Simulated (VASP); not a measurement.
# TiO2 (Anatase): band structure with r2SCAN

The system is TiO2 (Anatase).

```
CELL_PARAMETERS angstrom
-1.89210 1.89210 4.75730
1.89210 -1.89210 4.75730
1.89210 1.89210 -4.75730
ATOMIC_POSITIONS crystal
Ti 0.75000 0.25000 0.50000
Ti 0.00000 0.00000 0.00000
O 0.79190 0.79190 0.00000
O 0.54190 0.04190 0.50000
O 0.95810 0.45810 0.50000
O 0.20810 0.20810 0.00000
```

```
Program                : VASP 6.6.1
Task                   : band structure
Functional             : r2SCAN
Potentials or basis    : VASP PAW PBE potentials, release 64 (Ti_sv, O)
Cutoff                 : 520 eV
k mesh                 : 10 × 10 × 10
Occupations            : gaussian, width 0.02 eV
Spin                   : no spin polarisation
Ladder                 : gaps
Further INCAR settings : ALGO = Normal; EDIFF = 1e-07
```

The pressure is 1.7 GPa and the largest force is 0.038 eV/Å. The band gap on the k mesh is 2.54 eV, indirect (least direct gap 2.89 eV) and the band gap along the path is 2.52 eV, indirect (least direct gap 2.89 eV).

Forces on the atoms (eV/Å):
```
Ti   0.000  0.000  0.000
Ti   0.000  0.000  0.000
O    0.000  0.000 -0.038
O    0.000  0.000 -0.038
O    0.000  0.000  0.038
O    0.000  0.000  0.038
```

Stress tensor (GPa, compression positive):
```
1.47 0.00 0.00
0.00 1.47 0.00
0.00 0.00 2.23
```

Levels at the corners of the path, in eV from the valence-band top:
| point | band 21 | band 22 | band 23 | band 24 | band 25 | band 26 | band 27 | band 28 |
| --- | --- | --- | --- | --- | --- | --- | --- | --- |
| Γ | -0.79 | -0.79 | -0.50 | -0.50 | 2.52 | 3.27 | 4.41 | 4.42 |
| X | -2.11 | -2.11 | -0.05 | -0.05 | 3.75 | 3.75 | 4.22 | 4.22 |
| X | -2.11 | -2.11 | -0.05 | -0.05 | 3.75 | 3.75 | 4.22 | 4.22 |
| Y | -1.95 | -1.95 | -0.09 | -0.09 | 3.72 | 3.72 | 4.16 | 4.16 |
| Y | -1.95 | -1.95 | -0.09 | -0.09 | 3.72 | 3.72 | 4.16 | 4.16 |
| S | -1.24 | -0.98 | -0.94 | -0.86 | 3.62 | 3.90 | 3.97 | 4.02 |
| S | -1.24 | -0.98 | -0.94 | -0.86 | 3.62 | 3.90 | 3.97 | 4.02 |
| Γ | -0.79 | -0.79 | -0.50 | -0.50 | 2.52 | 3.27 | 4.41 | 4.42 |
| Γ | -0.79 | -0.79 | -0.50 | -0.50 | 2.52 | 3.27 | 4.41 | 4.43 |
| Z | -1.31 | -1.31 | -0.15 | -0.15 | 2.88 | 2.88 | 4.20 | 4.20 |
| Z | -1.31 | -1.31 | -0.15 | -0.15 | 2.88 | 2.88 | 4.20 | 4.21 |
| S1 | -1.24 | -0.98 | -0.94 | -0.86 | 3.62 | 3.90 | 3.97 | 4.02 |
| S1 | -1.24 | -0.98 | -0.94 | -0.86 | 3.62 | 3.90 | 3.97 | 4.02 |
| N | -1.98 | -0.99 | -0.89 | -0.68 | 3.65 | 3.95 | 3.97 | 4.07 |
| N | -1.98 | -0.99 | -0.89 | -0.68 | 3.65 | 3.95 | 3.97 | 4.07 |
| P | -1.64 | -1.64 | -0.24 | -0.24 | 3.97 | 3.97 | 4.01 | 4.01 |
| P | -1.64 | -1.64 | -0.24 | -0.24 | 3.97 | 3.97 | 4.01 | 4.01 |
| Y1 | -1.95 | -1.95 | -0.09 | -0.09 | 3.72 | 3.72 | 4.16 | 4.16 |
| Y1 | -1.95 | -1.95 | -0.09 | -0.09 | 3.72 | 3.72 | 4.16 | 4.16 |
| Z | -1.31 | -1.31 | -0.15 | -0.15 | 2.88 | 2.88 | 4.20 | 4.20 |
| X | -2.11 | -2.11 | -0.05 | -0.05 | 3.75 | 3.75 | 4.22 | 4.22 |
| P | -1.64 | -1.64 | -0.24 | -0.24 | 3.97 | 3.97 | 4.01 | 4.01 |

Run time: 17 min on 2 MPI ranks on Intel(R) Xeon(R) 6975P-C (Granite Rapids) (shared host), peak memory 0.42 GiB a rank.

Caveat: the PAW data sets were made with another functional, which shifts forces and pressure a little. r2SCAN opens gaps a little over a GGA but as a rule still falls short of measured ones.
